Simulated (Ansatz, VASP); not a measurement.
InAs in VASP and in Ansatz

```
In As
1.0
     0.00000    2.87528    2.87528
     2.87528    0.00000    2.87528
     2.87528    2.87528    0.00000
In As
1 1
Direct
  0.50000 0.50000 0.50000
  0.00000 0.00000 0.00000
```

Measurements of this composition are mostly on another form, of space group No. 216.

Alike in both runs: functional PBE; k mesh 12 × 12 × 12; occupations gaussian, width 0.1 eV; no spin polarisation.

Ansatz relaxed the structure, and its values are those at the end. VASP's run is a single point on that final structure, the one shown.

```csv
,VASP,Ansatz
version,VASP 6.6.1,Ansatz 0.2.0
potentials or method,"VASP PAW PBE potentials, release 64 (In_d, As)","scalar-relativistic, plane waves, PAW"
plane-wave cutoff (eV),520,420
valence electrons in the cell,18,28
```

Ansatz gave:

- gap on the k mesh at the Fermi level (eV): none
- pressure (GPa): 0.0

Which values does VASP return?

gap on the k mesh at the Fermi level (eV): none; pressure (GPa): 0.2.

A gap of «none» marks a metal or a gap that the smearing closes. The two sets of potentials don't hold the same shells in valence.
